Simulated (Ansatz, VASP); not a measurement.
**B107N107O (V_B-O_N): VASP beside Ansatz**

One calculation is typed for both programs; each brings its own data sets. How far apart do they land? The cell is taken from a series of runs on this material, whose earlier steps may have relaxed, scaled, displaced or heated it; both programs get it as it stands.

Method: plane waves, with VASP 6.6.1 beside it; single point at PBEsol, in Ansatz 0.2.0.

### Step 1. The starting structure

The cell holds 215 atoms: 107 B, 107 N and 1 O. Its edges and angles: a = 13.011 Å, b = 13.011 Å, c = 13.322 Å, α = 90.0°, β = 90.0°, γ = 120.0°. It derives from BN (BN (P6_3/mmc)). Nearest the centre at fractional (0.500, 0.500, 0.375): O215 at 0.84 Å, B53 at 1.92 Å, B52 at 1.92 Å, N194 at 1.99 Å, N172 at 2.00 Å, B87 at 2.58 Å, N160 at 2.58 Å, B64 at 2.58 Å. The cell carries charge −1.

### Step 2. Ansatz: single point, PBEsol

Ansatz runs on its default PAW (the set named soft_2) files.

With cell and atoms fixed, the geometry can't cause a difference; cores, projectors, grids and the points listed under the comparison can.

File input.yaml:

```yaml
crystal:
  lattice:
    - [11.268, 6.505584, 0.0]
    - [-11.268, 6.505584, 0.0]
    - [0.0, 0.0, 13.322]
  atoms:
    - { symbol: B, position: [-0.00013232134, 0.22222901794, 0.12564182247] }
    - { symbol: B, position: [0.11099786642, 0.111144294, 0.12575737531] }
    - { symbol: B, position: [0.22208039813, 1.225136e-05, 0.12564063539] }
    - { symbol: B, position: [-0.00143032397, 0.11004417484, 0.37501518129] }
    - { symbol: B, position: [0.10993175579, -0.00131610001, 0.37503566819] }
    - { symbol: B, position: [0.22013093305, 0.22024443197, 0.37497137025] }
    - { symbol: "N", position: [-0.00010694823, 0.11114136538, 0.12541931345] }
    - { symbol: "N", position: [0.11099314207, 3.781296e-05, 0.12541932936] }
    - { symbol: "N", position: [0.22211521822, 0.22226102551, 0.12589074501] }
    - { symbol: "N", position: [-0.00123986781, 0.2213073212, 0.37494730397] }
    - { symbol: "N", position: [0.10952282742, 0.10963608869, 0.37501169857] }
    - { symbol: "N", position: [0.22119510118, -0.0011258907, 0.37498534133] }
    - { symbol: B, position: [3.761274e-05, 0.22232221687, 0.62433672467] }
    - { symbol: B, position: [0.11117086131, 0.11124325199, 0.62422051842] }
    - { symbol: B, position: [0.22225089354, 0.00011033035, 0.62433552402] }
    - { symbol: B, position: [-3.176193e-05, 0.11118408497, 0.87496298599] }
    - { symbol: B, position: [0.11108004387, 7.183488e-05, 0.87496520529] }
    - { symbol: B, position: [0.22222694468, 0.22233062879, 0.87492813016] }
    - { symbol: "N", position: [6.465906e-05, 0.11123687427, 0.62455694267] }
    - { symbol: "N", position: [0.111165993, 0.00013788453, 0.62455644903] }
    - { symbol: "N", position: [0.22228702795, 0.22235987079, 0.62407961882] }
    - { symbol: "N", position: [-5.99568e-06, 0.22232212026, 0.87496338093] }
    - { symbol: "N", position: [0.11110072619, 0.11120446659, 0.87496270034] }
    - { symbol: "N", position: [0.22221811555, 9.768781e-05, 0.87496569863] }
    - { symbol: B, position: [-0.00031647056, 0.55554734834, 0.12592935981] }
    - { symbol: B, position: [0.11096144926, 0.44450374088, 0.12592319983] }
    - { symbol: B, position: [0.2222100364, 0.33347295265, 0.12646307736] }
    - { symbol: B, position: [-0.00024888962, 0.44391492211, 0.37488038857] }
    - { symbol: B, position: [0.10971017403, 0.33212388569, 0.37491760025] }
    - { symbol: B, position: [0.22299792301, 0.55414516773, 0.3748729689] }
    - { symbol: "N", position: [-0.00020420947, 0.44442504376, 0.12543480696] }
    - { symbol: "N", position: [0.11097226308, 0.33335558371, 0.12564373167] }
    - { symbol: "N", position: [0.22201664543, 0.55554871955, 0.125977377] }
    - { symbol: "N", position: [5.885241e-05, 0.55483901265, 0.37488552787] }
    - { symbol: "N", position: [0.11069544572, 0.44348042851, 0.37487464542] }
    - { symbol: "N", position: [0.21999993276, 0.33110692146, 0.37490999977] }
    - { symbol: B, position: [-0.00015478513, 0.55563772278, 0.62399008719] }
    - { symbol: B, position: [0.11112776793, 0.44459609879, 0.62403836475] }
    - { symbol: B, position: [0.2223839838, 0.33357297613, 0.62349799001] }
    - { symbol: B, position: [9.79864e-06, 0.44456113206, 0.87494582537] }
    - { symbol: B, position: [0.11112547504, 0.33344019299, 0.87493805845] }
    - { symbol: B, position: [0.22227383953, 0.55566586218, 0.87492583287] }
    - { symbol: "N", position: [-3.937115e-05, 0.44451423566, 0.62450660383] }
    - { symbol: "N", position: [0.11114146633, 0.33344927285, 0.62432838056] }
    - { symbol: "N", position: [0.22217886824, 0.55564050073, 0.62398552296] }
    - { symbol: "N", position: [1.127747e-05, 0.55566128104, 0.87495044472] }
    - { symbol: "N", position: [0.11112046545, 0.44454674706, 0.87494209883] }
    - { symbol: "N", position: [0.22222201728, 0.33343257464, 0.87491461614] }
    - { symbol: B, position: [-0.00025306749, 0.88884409809, 0.12608647741] }
    - { symbol: B, position: [0.1108316977, 0.7777437983, 0.12577354671] }
    - { symbol: B, position: [0.22202247021, 0.66664551733, 0.12601343815] }
    - { symbol: B, position: [-4.190668e-05, 0.77696743803, 0.37502148409] }
    - { symbol: B, position: [0.11122793033, 0.66559119944, 0.37490779478] }
    - { symbol: B, position: [0.22173263954, 0.88803656622, 0.3749489787] }
    - { symbol: "N", position: [-0.00018105026, 0.77778917529, 0.12580425592] }
    - { symbol: "N", position: [0.11088198012, 0.66665011833, 0.12547646707] }
    - { symbol: "N", position: [0.22204529497, 0.88888077587, 0.12530897299] }
    - { symbol: "N", position: [-0.00028374621, 0.88824600501, 0.37508251853] }
    - { symbol: "N", position: [0.11134742429, 0.77694245588, 0.37494745418] }
    - { symbol: "N", position: [0.22221502863, 0.66541152537, 0.37488612551] }
    - { symbol: B, position: [-8.452976e-05, 0.88894020666, 0.6238615041] }
    - { symbol: B, position: [0.11099299316, 0.77783728069, 0.62418460252] }
[... 42 lines left out ...]
    - { symbol: "N", position: [0.55537941987, 0.5555258454, 0.12724829125] }
    - { symbol: "N", position: [0.33323124689, 0.55288154696, 0.3748846229] }
    - { symbol: O, position: [0.43527081332, 0.43538345887, 0.37475018616] }
    - { symbol: "N", position: [0.55277005693, 0.33334583508, 0.37493790665] }
    - { symbol: B, position: [0.33349652313, 0.55576959771, 0.62268779349] }
    - { symbol: B, position: [0.44482233198, 0.44489467336, 0.6221472838] }
    - { symbol: B, position: [0.55569784166, 0.33357081967, 0.62266024034] }
    - { symbol: B, position: [0.33338717914, 0.44457688995, 0.87487854416] }
    - { symbol: B, position: [0.44447308874, 0.33349107792, 0.87488084653] }
    - { symbol: B, position: [0.5555936514, 0.55569765519, 0.87488649324] }
    - { symbol: "N", position: [0.3333764556, 0.44454597093, 0.62277189949] }
    - { symbol: "N", position: [0.44447358697, 0.33344917144, 0.62275976675] }
    - { symbol: "N", position: [0.55554565959, 0.55561860496, 0.62263443775] }
    - { symbol: "N", position: [0.3333456003, 0.55565678411, 0.87489774889] }
    - { symbol: "N", position: [0.44444627446, 0.44455012135, 0.87486410115] }
    - { symbol: "N", position: [0.55555301794, 0.33344956625, 0.87490053858] }
    - { symbol: B, position: [0.33316110237, 0.8888076945, 0.12572374351] }
    - { symbol: B, position: [0.44430350552, 0.77760479656, 0.12681708681] }
    - { symbol: B, position: [0.55543155172, 0.66650077819, 0.12892820027] }
    - { symbol: B, position: [0.33309663388, 0.77728524696, 0.37489574333] }
    - { symbol: B, position: [0.44617901061, 0.6659548126, 0.37502840553] }
    - { symbol: B, position: [0.55491194893, 0.88853527453, 0.3749555439] }
    - { symbol: "N", position: [0.33311939837, 0.77773267475, 0.12573307681] }
    - { symbol: "N", position: [0.44421932126, 0.66661778806, 0.12702399654] }
    - { symbol: "N", position: [0.55537945841, 0.88881745701, 0.12608615918] }
    - { symbol: "N", position: [0.3327946872, 0.88862136748, 0.37490703359] }
    - { symbol: "N", position: [0.44337694025, 0.7779865456, 0.37491981929] }
    - { symbol: "N", position: [0.5557809748, 0.67354408184, 0.37531239952] }
    - { symbol: B, position: [0.33332560345, 0.88889883082, 0.62424729084] }
    - { symbol: B, position: [0.44446711873, 0.77769029026, 0.62312877069] }
    - { symbol: B, position: [0.55559819256, 0.66658827444, 0.62093744505] }
    - { symbol: B, position: [0.33337397777, 0.77787412109, 0.87494087612] }
    - { symbol: B, position: [0.44450662266, 0.66677095471, 0.87489679951] }
    - { symbol: B, position: [0.55556830322, 0.88897587765, 0.87493810964] }
    - { symbol: "N", position: [0.33328298786, 0.77782369326, 0.62422940032] }
    - { symbol: "N", position: [0.44438322629, 0.66670667054, 0.62291243779] }
    - { symbol: "N", position: [0.55554302646, 0.88890429588, 0.62384719097] }
    - { symbol: "N", position: [0.33334176055, 0.88899476314, 0.87495752171] }
    - { symbol: "N", position: [0.44445754992, 0.77788515194, 0.87492585028] }
    - { symbol: "N", position: [0.55556407954, 0.66677676962, 0.87489870883] }
    - { symbol: B, position: [0.66649932166, 0.22216963568, 0.12599644642] }
    - { symbol: B, position: [0.77759861542, 0.11097913285, 0.12577495261] }
    - { symbol: B, position: [0.88869877819, -0.0001034827, 0.12608710749] }
    - { symbol: B, position: [0.6654777355, 0.11133968473, 0.37492687042] }
    - { symbol: B, position: [0.77685322222, 7.01457e-05, 0.37501481533] }
    - { symbol: B, position: [0.88792264521, 0.22184474688, 0.37492877191] }
    - { symbol: "N", position: [0.66650444595, 0.11103055519, 0.12547707965] }
    - { symbol: "N", position: [0.77764284878, -3.382729e-05, 0.12580968913] }
    - { symbol: "N", position: [0.88873548367, 0.22219331616, 0.12530640499] }
    - { symbol: "N", position: [0.66529867848, 0.2223276384, 0.37491658002] }
    - { symbol: "N", position: [0.77682867477, 0.11145947043, 0.37494042634] }
    - { symbol: "N", position: [0.88813210706, -0.00017155768, 0.37506882431] }
    - { symbol: B, position: [0.66666573978, 0.22225659209, 0.62393562091] }
    - { symbol: B, position: [0.77776546664, 0.11106553758, 0.62418955294] }
    - { symbol: B, position: [0.88886743968, -1.442635e-05, 0.62386318298] }
    - { symbol: B, position: [0.66665911239, 0.11122850384, 0.87495270295] }
    - { symbol: B, position: [0.77774363502, 6.737121e-05, 0.8749566706] }
    - { symbol: B, position: [0.88887356796, 0.22232607366, 0.874957714] }
    - { symbol: "N", position: [0.66667065043, 0.11111553278, 0.6244829727] }
    - { symbol: "N", position: [0.77781065405, 5.535461e-05, 0.6241365619] }
    - { symbol: "N", position: [0.88890295545, 0.22228266471, 0.62466527071] }
    - { symbol: "N", position: [0.66666536766, 0.22234355166, 0.8749460354] }
    - { symbol: "N", position: [0.77777250201, 0.11122247515, 0.87496401696] }
    - { symbol: "N", position: [0.88887792215, 9.733105e-05, 0.87496712038] }
    - { symbol: B, position: [0.6663521858, 0.55557808681, 0.12890298863] }
    - { symbol: B, position: [0.77745724232, 0.44444884906, 0.12678546383] }
    - { symbol: B, position: [0.88866337553, 0.33330858935, 0.12571088751] }
    - { symbol: B, position: [0.66584335318, 0.44629171715, 0.37509176269] }
    - { symbol: B, position: [0.77717247681, 0.33320921127, 0.3748933884] }
    - { symbol: B, position: [0.88842464161, 0.55502584926, 0.37494714478] }
    - { symbol: "N", position: [0.6664691983, 0.44436432922, 0.12699282513] }
    - { symbol: "N", position: [0.77758650304, 0.3332657693, 0.12570699296] }
    - { symbol: "N", position: [0.88867033813, 0.55552496312, 0.12605898859] }
    - { symbol: "N", position: [0.67343285843, 0.55589419884, 0.3754913966] }
    - { symbol: "N", position: [0.77787477558, 0.44349075697, 0.37490930412] }
    - { symbol: "N", position: [0.88850781205, 0.33290725386, 0.37489252774] }
    - { symbol: B, position: [0.66651647854, 0.55567038546, 0.62090447071] }
    - { symbol: B, position: [0.77761833101, 0.44453948619, 0.62309353186] }
    - { symbol: B, position: [0.88882539875, 0.33339719306, 0.62423434394] }
    - { symbol: B, position: [0.66666698149, 0.44461066026, 0.87491176997] }
    - { symbol: B, position: [0.77777013529, 0.33347795222, 0.87493989885] }
    - { symbol: B, position: [0.88887162146, 0.55567216121, 0.87494247565] }
    - { symbol: "N", position: [0.66663530068, 0.44445597787, 0.62287365636] }
    - { symbol: "N", position: [0.77775075504, 0.33335488822, 0.62420382656] }
    - { symbol: "N", position: [0.88883164228, 0.5556151268, 0.62381514045] }
    - { symbol: "N", position: [0.66667279068, 0.55566804272, 0.87492321706] }
    - { symbol: "N", position: [0.77778095211, 0.44456142829, 0.87493247124] }
    - { symbol: "N", position: [0.88889061261, 0.3334456786, 0.87495222022] }
    - { symbol: B, position: [0.66647217303, 0.88862802251, 0.12693427482] }
    - { symbol: B, position: [0.77746314853, 0.77761114488, 0.12761714882] }
    - { symbol: B, position: [0.88848108807, 0.66661824139, 0.12692025011] }
    - { symbol: B, position: [0.66546317869, 0.77649472007, 0.37518774053] }
    - { symbol: B, position: [0.77638380226, 0.66557715321, 0.37524246069] }
    - { symbol: B, position: [0.8878335069, 0.8879466048, 0.37511932594] }
    - { symbol: "N", position: [0.66653499845, 0.77776932488, 0.12721461758] }
    - { symbol: "N", position: [0.77762138018, 0.66668187961, 0.12719801418] }
    - { symbol: "N", position: [0.88877299972, 0.88892031795, 0.12608122607] }
    - { symbol: "N", position: [0.66660784117, 0.8903938282, 0.37502916127] }
    - { symbol: "N", position: [0.77843148558, 0.77854422359, 0.37521584829] }
    - { symbol: "N", position: [0.89028232262, 0.66672155174, 0.37504667017] }
    - { symbol: B, position: [0.66663715279, 0.8887136886, 0.62297866182] }
    - { symbol: B, position: [0.77762580342, 0.77769705751, 0.62225854251] }
    - { symbol: B, position: [0.88864044328, 0.66670852669, 0.62296036446] }
    - { symbol: B, position: [0.66664659465, 0.77784082002, 0.87492262546] }
    - { symbol: B, position: [0.77773651189, 0.66675064215, 0.87493696668] }
    - { symbol: B, position: [0.88883127095, 0.88893543246, 0.87495920342] }
    - { symbol: "N", position: [0.66670102834, 0.77785867532, 0.62268530505] }
    - { symbol: "N", position: [0.77778713357, 0.66677266175, 0.62266360698] }
    - { symbol: "N", position: [0.88894002477, 0.88901148654, 0.62384691862] }
    - { symbol: "N", position: [0.66666558977, 0.88899676002, 0.87494512892] }
    - { symbol: "N", position: [0.77777492567, 0.77787897616, 0.87494584521] }
    - { symbol: "N", position: [0.8888922796, 0.66676941412, 0.87495434226] }
  host:
    repeats: [3, 3, 2]
    atoms:
      - { symbol: B, position: [0.0, 0.66666667, 0.25] }
      - { symbol: B, position: [0.33333333, 0.33333333, 0.25] }
      # ... 10 more atoms of the perfect host
total_charge: -1
basis:
  ecutwfc: 420
  xc_grid: 2
hamiltonian:
  xc: pbesol
kpoints:
  mp_grid: { grid: [1, 1, 1] }
magnetization:
  spin_polarized: true
  initial_magnetization: 1
  spin_locking: { lock_magnetization: hard }
scf:
  occupations: { method: fermi_dirac, width: 0.01 }
  max_iter: 80
  n_extra_bands: 16
  lower_state_search: "off"
output:
  forces: true
checkpoint:
  read: "../exc.ground.qm1_M1.run"
  write: "../exc0_qm1_M1.ground.l0.5.run"
  compress: false
  write_wavefunctions: false
  write_every: 100000
```

Started as:

```console
ansatz run input.yaml --threads 12 --pin off --max-ram 56524MiB --backend cuda --events-out ev --progress --plain --runs-dir out --max-vram 78GiB
```

Numbers of over 12 decimals in the logs are rounded to 6 here.

Log:

```text
Warning: the band count 448 (scf.n_extra_bands) hosts the net moment |M| = 1.0000 μB (N_el = 863) but caps the reachable moment at 2·n_bands − N_el = 33.0000 μB, below the 647 bands that the automatic [...]
Warning: checkpoint.read: the run can stay near the saved state's solution: 215 site(s) moved relative to the saved geometry (max |Δs| = 3.178e-3 fractional); the SCF starts from the saved state under [...]
[...]
Engine: ansatz 0.2.0, aarch64-unknown-linux-gnu
[...]
Pseudopotential: B, paw, valence charge 3, recommended cutoff 420 eV (normal), B.paw.azcp
Pseudopotential: N, paw, valence charge 5, recommended cutoff 420 eV (normal), N.paw.azcp
Pseudopotential: O, paw, valence charge 6, recommended cutoff 420 eV (normal), O.paw.azcp
Functional definition: PBEsol
[...]
Crystal: 215 atoms, lattice volume = 1953.136 Å³
Basis set: ecut = 420 eV, 38193 PW (Γ), exchange–correlation on 180×180×180 points (8 copies of the dense FFT grid, shifted against one another)
Bands: 448, of which v1, the nominal top of the filled ones, is band 432 counted from 1 (431 counted from 0)
[...]
Space group: P1 (ITA 1), of the structure as read, at distance tolerance 1.3e-4 Å
[...]
k-points: 1
[...]
Functional: x = pbesol(κ = 0.804, μ = 0.123457), c = pbesol(β = 0.046)
[...]
SCF iter   1: F=—  HF=-57663.083922 eV  |F-HF|=—  |Δ(HF+E_count)|=         —  Δρ=1.88e-3 (↑1.75e-3 ↓1.88e-3)  dr2=9.69e-2  dr2_m=2.01e-2  M=1.000 μB ∫|m|=1.132 μB  β_m=0.30  ethr=1.13e-5  ⟨swp⟩=2.0  H [...]
[...]
SCF 1 converged in 9 iterations: F = -57663.077179 eV  dr2 = 4.18e-8
[...]
SCF converged after 9 iterations
[...]
```

[end of part 1 of 2]

[Lines on the potential files, build, host, timing and source positions are cut from VASP's logs without a mark.]

[Logs are printed without paths, hosts, clocks, repeated set-up lines and the standing remarks that a program may print on its own settings, such as how far it seeks lower states.]

[Hosts, paths, dates, database ids (printed as entryN), source tags and the programs' standing remarks are cut or masked in the printed files.]
